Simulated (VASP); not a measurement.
# Nb (P6/mmm) in VASP: further runs

One crystal, Nb, is run at these levels: r2SCAN; tasks: single point, relaxation of cell and atoms.

Everything below comes from runs of VASP 6.6.1. Logs are shortened: lines on timing, memory, paths and dates and some standing lists are left out, and cuts for length are marked.

**1. Starting point**

Symmetry: P6/mmm, No. 191, hexagonal system. Conventional cell: a = 2.860 Å, b = 2.860 Å, c = 2.716 Å, α = 90.00°, β = 90.00°, γ = 120.00°. Nb (site symmetry 6/mmm) has 8 Nb at 2.72 to 2.86 Å as nearest neighbours.

The cell was built by a generator and needn't be a form met in nature.

**2. Single point, r2SCAN**

File POSCAR:

```
Nb
1.0
    2.8598416601      0.0000000000      0.0000000000
   -1.4299208300      2.4766955285      0.0000000000
    0.0000000000      0.0000000000      2.7156008777
Nb
1
Direct
    0.0000000000      0.0000000000      0.0000000000
```

File INCAR.step1:

```
  ALGO = Normal
  EDIFF = 1E-4
  ENCUT = 520
  GGA = PE
  ISMEAR = 0
  LASPH = T
  LCHARG = F
  LREAL = F
  LWAVE = T
  NBANDS = 12
  NELM = 100
  PREC = Accurate
  SIGMA = 0.1
```

File INCAR.step2:

```
  ALGO = Normal
  EDIFF = 1E-6
  ENCUT = 520
  ISIF = 2
  ISMEAR = 0
  ISTART = 1
  LASPH = T
  LCHARG = T
  LELF = T
  LMIXTAU = T
  LREAL = F
  LVHAR = T
  LWAVE = F
  METAGGA = R2SCAN
  NBANDS = 12
  NELM = 100
  PREC = Accurate
  SIGMA = 0.1
```

File KPOINTS:

```
k-points
0
Gamma
  24 24 20
```

Potentials or basis: VASP PAW PBE potentials, release 64 (Nb_sv).

Launch:

```sh
$ cat potpaw_PBE.64/Nb_sv/POTCAR > POTCAR
$ cp INCAR.step1 INCAR
$ mpirun -np 1 vasp_std > vasp.out
$ cp INCAR.step2 INCAR
$ mpirun -np 1 vasp_std > vasp.out
```

OUTCAR:

```text
EDIFF = 1E-6
   ENCUT = 520
   ISIF = 2
   ISMEAR = 0
   ISTART = 1
   LASPH = T
   LREAL = F
   METAGGA = R2SCAN
   NELM = 100
   PREC = Accurate

 ion  position               nearest neighbor table
   1  0.000  0.000  0.000-

  LATTYP: Found a hexagonal cell.
 ALAT       =     2.8598416601
 C/A-ratio  =     0.9495633676

  Lattice vectors:

 A1 = (   2.8598416601,   0.0000000000,   0.0000000000)
 A2 = (  -1.4299208300,   2.4766955285,   0.0000000000)
 A3 = (   0.0000000000,   0.0000000000,   2.7156008777)

Analysis of symmetry for initial positions (statically):
=====================================================================
 Subroutine PRICEL returns:
 Original cell was already a primitive cell.

 Routine SETGRP: Setting up the symmetry group for a
 hexagonal supercell.

 Subroutine GETGRP returns: Found 24 space group operations
 (whereof 24 operations were pure point group operations)
 out of a pool of 24 trial point group operations.

The static configuration has the point symmetry D_6h.

Analysis of symmetry for dynamics (positions and initial velocities):
=====================================================================
 Subroutine PRICEL returns:
 Original cell was already a primitive cell.

 Routine SETGRP: Setting up the symmetry group for a
 hexagonal supercell.

 Subroutine GETGRP returns: Found 24 space group operations
 (whereof 24 operations were pure point group operations)
 out of a pool of 24 trial point group operations.

The dynamic configuration has the point symmetry D_6h.

 Subroutine INISYM returns: Found 24 space group operations
 (whereof 24 operations are pure point group operations),
 and found     1 'primitive' translations

----------------------------------------------------------------------------------------

                                     Primitive cell

  volume of cell :      19.2345

  direct lattice vectors                    reciprocal lattice vectors
     2.859841660  0.000000000  0.000000000     0.349669709  0.201881900  0.000000000
    -1.429920830  2.476695529  0.000000000     0.000000000  0.403763801  0.000000000
     0.000000000  0.000000000  2.715600878     0.000000000  0.000000000  0.368242627

  length of vectors
     2.859841660  2.859841660  2.715600878     0.403763801  0.403763801  0.368242627

  position of ions in fractional coordinates (direct lattice)
     0.000000000  0.000000000  0.000000000

  ion indices of the primitive-cell ions
   primitive index   ion index
                 1           1

----------------------------------------------------------------------------------------

 KPOINTS: k-points

Automatic generation of k-mesh.
 Grid dimensions read from file:
 generate k-points for:   24   24   20

 Generating k-lattice:

  Cartesian coordinates                     Fractional coordinates (reciprocal lattice)
     0.014569571  0.008411746  0.000000000     0.041666667  0.000000000  0.000000000
     0.000000000  0.016823492  0.000000000     0.000000000  0.041666667  0.000000000
     0.000000000  0.000000000  0.018412131     0.000000000  0.000000000  0.050000000

  Length of vectors
     0.016823492  0.016823492  0.018412131

  Shift w.r.t. Gamma in fractional coordinates (k-lattice)
     0.000000000  0.000000000  0.000000000

 Subroutine IBZKPT returns following result:
 ===========================================

 Found    671 irreducible k-points:

 Following reciprocal coordinates:
            Coordinates               Weight
  0.000000  0.000000  0.000000      1.000000
  0.041667  0.000000  0.000000      6.000000
  0.083333 -0.000000  0.000000      6.000000
  0.125000  0.000000  0.000000      6.000000
  0.166667  0.000000  0.000000      6.000000
  0.208333  0.000000  0.000000      6.000000
[... 16 lines left out ...]
  0.416667  0.041667  0.000000     12.000000
  0.458333  0.041667  0.000000     12.000000
 [... further k-points ...]
   k-points           NKPTS =    671   k-points in BZ     NKDIM =    671   number of bands    NBANDS=     12
   number of dos      NEDOS =    301   number of ions     NIONS =      1
   total plane-waves  NPLWV =  11520
   dimension x,y,z NGX =    24 NGY =   24 NGZ =   20
   dimension x,y,z NGXF=    48 NGYF=   48 NGZF=   40
   ions per type =               1
   NGX,Y,Z   is equivalent  to a cutoff of  13.95, 13.95, 12.24 a.u.
   NGXF,Y,Z  is equivalent  to a cutoff of  27.90, 27.90, 24.49 a.u.
 SYSTEM =  unknown system
   PREC   = accura    normal or accurate (medium, high low for compatibility)
   ISTART =      1    job   : 0-new  1-cont  2-samecut
   ICHARG =      0    charge: 1-file 2-atom 10-const
   ISPIN  =      1    spin polarized calculation?
   LNONCOLLINEAR =      F non collinear calculations
   LSORBIT =      F    spin-orbit coupling
   LASPH  =      T    aspherical Exc in radial PAW
   ENCUT  =  520.0 eV  38.22 Ry    6.18 a.u.   5.32  5.32  5.05*2*pi/ulx,y,z
   NELM   =    100;   NELMIN=  2; NELMDL=  0     # of ELM steps
   EDIFF  = 0.1E-05   stopping-criterion for ELM
   LREAL  =      F    real-space projection
   EDIFFG = 0.1E-04   stopping-criterion for IOM
   NSW    =      0    number of steps for IOM
   IBRION =     -1    ionic relax: 0-MD 1-quasi-New 2-CG
   NFREE  =      0    steps in history (QN), initial steepest desc. (CG)
   ISIF   =      2    stress and relaxation
   ISYM   =      2    0-nonsym 1-usesym 2-fastsym
   POTIM  = 0.5000    time-step for ionic-motion
   TEBEG  =    0.0;   TEEND  =   0.0 temperature during run
   PSTRESS=    0.0 pullay stress
   NELECT =      13.0000    total number of electrons
   NUPDOWN=      -1.0000    fix difference up-down
   EMIN   =  10.00;   EMAX   =-10.00  energy-range for DOS
   EFERMI =   0.00;   METHOD = LEGACY
   ISMEAR =     0;   SIGMA  =   0.10  broadening in eV -4-tet -1-fermi 0-gaus
   EFERMI_NEDOS =   21; number of points for ismear=-14 and -15
   IALGO  =     38    algorithm
   IMIX   =      4    mixing-type and parameters
     AMIX     =   0.40;   BMIX     =  1.00
     AMIX_MAG =   1.60;   BMIX_MAG =  1.00
  volume/ion in A,a.u.               =      19.23       129.80
  Fermi-wavevector in a.u.,A,eV,Ry     =   1.436688  2.714946 28.083406  2.064072
  Thomas-Fermi vector in A             =   2.555849
   LORBIT       =      0    0 simple, 1 ext, 2 COOP (PROOUT), +10 PAW based schemes
   METAGGA = R2SCAN    functional components
   LHFCALC =     F    Hartree Fock is set to
   AEXX    =    0.0000 exact exchange contribution
   IVDW    =     0    specifies the selected vdW correction
   LEPSILON=     F    determine dielectric tensor
   LRPA    =     F    only Hartree local field effects (RPA)
 non-spin polarized calculation
 Gauss-broadening in eV      SIGMA  =   0.10
  energy-cutoff  :      520.00
  volume of cell :       19.23
 maximum number of plane-waves:       532
 NGX is ok and might be reduce to    24
   NGX = 11   NGY = 11   NGZ = 11

 number of electron      12.9999998 magnetization

 Free energy of the ion-electron system (eV)
  ---------------------------------------------------
  ext. energy  EPLUGINS =         0.00000000
  ---------------------------------------------------
  free energy    TOTEN  =       -24.23193402 eV

  energy without entropy =      -24.22599147  energy(sigma->0) =      -24.22896274

 E-fermi :  10.6304     XC(G=0): -13.1578

 val. band max:       10.6301283026   @ k =   0.0833   0.0417   0.2000
 cond. band min:      10.6307345547   @ k =   0.3333   0.0833   0.2000
 fundamental gap:      0.0006062521
 Fermi energy:        10.6303891204

 k-point     1 :       0.0000    0.0000    0.0000
  band No.  band energies     occupation
      1     -46.0664      2.00000
      2     -20.6148      2.00000
      3     -20.6085      2.00000
      4     -20.6085      2.00000
      5       4.2429      2.00000
      6       7.2984      2.00000
      7      10.8475      0.00213
      8      10.8475      0.00213
      9      15.9984      0.00000
     10      15.9984      0.00000
     11      23.2033      0.00000
     12      25.6900      0.00000

 k-point     2 :       0.0417    0.0000    0.0000
  band No.  band energies     occupation
      1     -46.0625      2.00000
      2     -20.6349      2.00000
      3     -20.6142      2.00000
      4     -20.6121      2.00000
      5       4.3102      2.00000
      6       7.3294      2.00000
      7      10.7679      0.05175
      8      10.9101      0.00008
      9      15.9111      0.00000
     10      15.9854      0.00000
     11      23.3709      0.00000
     12      25.8366      0.00000

 k-point     3 :       0.0833   -0.0000    0.0000
  band No.  band energies     occupation
      1     -46.0511      2.00000
      2     -20.7119      2.00000
      3     -20.6310      2.00000
      4     -20.6041      2.00000
      5       4.5068      2.00000
      6       7.4206      2.00000
      7      10.5494      1.74805
      8      11.0965      0.00000
      9      15.6672      0.00000
     10      15.9477      0.00000
     11      23.8464      0.00000
     12      26.2557      0.00000

 k-point     4 :       0.1250    0.0000    0.0000
  band No.  band energies     occupation
      1     -46.0329      2.00000
      2     -20.8331      2.00000
      3     -20.6577      2.00000
      4     -20.5913      2.00000
      5       4.8166      2.00000
      6       7.5650      2.00000
      7      10.2458      2.00000
      8      11.4026      0.00000
      9      15.3105      0.00000
     10      15.8883      0.00000
     11      24.5459      0.00000
     12      26.8950      0.00000

 k-point     5 :       0.1667    0.0000    0.0000
  band No.  band energies     occupation
      1     -46.0091      2.00000
      2     -20.9886      2.00000
      3     -20.6923      2.00000
      4     -20.5746      2.00000
      5       5.2123      2.00000
      6       7.7438      2.00000
      7       9.9337      2.00000
      8      11.8216      0.00000
      9      14.8905      0.00000
     10      15.8120      0.00000
     11      25.2565      0.00000
     12      27.3889      0.00000
[... 228 lines left out ...]
      1     -45.8781      2.00000
      2     -21.7777      2.00000
      3     -20.8880      2.00000
      4     -20.4833      2.00000
      5       6.7246      2.00000
      6       8.1083      2.00000
      7      10.5780      1.54129
      8      13.1531      0.00000
      9      14.7856      0.00000
     10      15.3837      0.00000
     11      22.4275      0.00000
     12      25.4705      0.00000

 k-point    22 :       0.3750    0.0417    0.0000
  band No.  band energies     occupation
      1     -45.8564      2.00000
      2     -21.9014      2.00000
      3     -20.9188      2.00000
      4     -20.4683      2.00000
      5       6.7013      2.00000
      6       8.2698      2.00000
      7      11.0653      0.00000
      8      12.9190      0.00000
      9      15.3188      0.00000
     10      15.4571      0.00000
     11      21.8548      0.00000
     12      24.7832      0.00000

 k-point    23 :       0.4167    0.0417    0.0000
  band No.  band energies     occupation
      1     -45.8410      2.00000
      2     -21.9880      2.00000
      3     -20.9404      2.00000
      4     -20.4576      2.00000
      5       6.6404      2.00000
      6       8.4260      2.00000
      7      11.4604      0.00000
      8      12.7595      0.00000
      9      15.2735      0.00000
     10      16.0019      0.00000
     11      21.4664      0.00000
     12      24.2184      0.00000

 k-point    24 :       0.4583    0.0417    0.0000
  band No.  band energies     occupation
      1     -45.8330      2.00000
      2     -22.0326      2.00000
      3     -20.9516      2.00000
      4     -20.4521      2.00000
      5       6.5991      2.00000
      6       8.5172      2.00000
      7      11.6821      0.00000
      8      12.6787      0.00000
      9      15.2502      0.00000
     10      16.3164      0.00000
     11      21.2716      0.00000
     12      23.8913      0.00000

 [... further k-points ...]

------------------------ aborting loop because EDIFF is reached ----------------------------------------

  FORCE on cell =-STRESS in cart. coord.  units (eV):
  Direction    XX          YY          ZZ          XY          YZ          ZX
  --------------------------------------------------------------------------------------
  -------------------------------------------------------------------------------------
  Total       -0.0139512     -0.0139512     -0.0113061     -0.0000000      0.0000000      0.0000000
  in kB       -1.1620948     -1.1620948     -0.9417623     -0.0000000      0.0000000      0.0000000
  external PRESSURE =      -1.0886506 kB  Pullay stress =       0.0000000 kB

 VOLUME and BASIS-vectors are now :
 -----------------------------------------------------------------------------
  energy-cutoff  :      520.00
  volume of cell :       19.23
      direct lattice vectors                 reciprocal lattice vectors
     2.859841660  0.000000000  0.000000000     0.349669709  0.201881900  0.000000000
    -1.429920830  2.476695529  0.000000000     0.000000000  0.403763801  0.000000000
     0.000000000  0.000000000  2.715600878     0.000000000  0.000000000  0.368242627

 POSITION                                       TOTAL-FORCE (eV/Angst)
 -----------------------------------------------------------------------------------
      0.00000      0.00000      0.00000        -0.000000      0.000000      0.000000
 -----------------------------------------------------------------------------------
    total drift:                                0.000000      0.000000      0.000000

  FREE ENERGIE OF THE ION-ELECTRON SYSTEM (eV)
  ---------------------------------------------------
  free  energy   TOTEN  =       -24.2319340184 eV

  energy  without entropy=      -24.2259914656  energy(sigma->0) =      -24.22896274
```

Run time: 2.2 min. Hardware: 1 thread of Intel Xeon 6975P-C (Granite Rapids), shared host; peak memory 0.26 GiB.

What came out:

```
Free energy            : -24.2319 eV
Pressure               : -0.1 GPa
Band gap on the k mesh : none (metal or under the smearing width)
```

Caveat: the PAW data sets were made with another functional, which shifts forces and pressure a little.

[end of part 1 of 4]
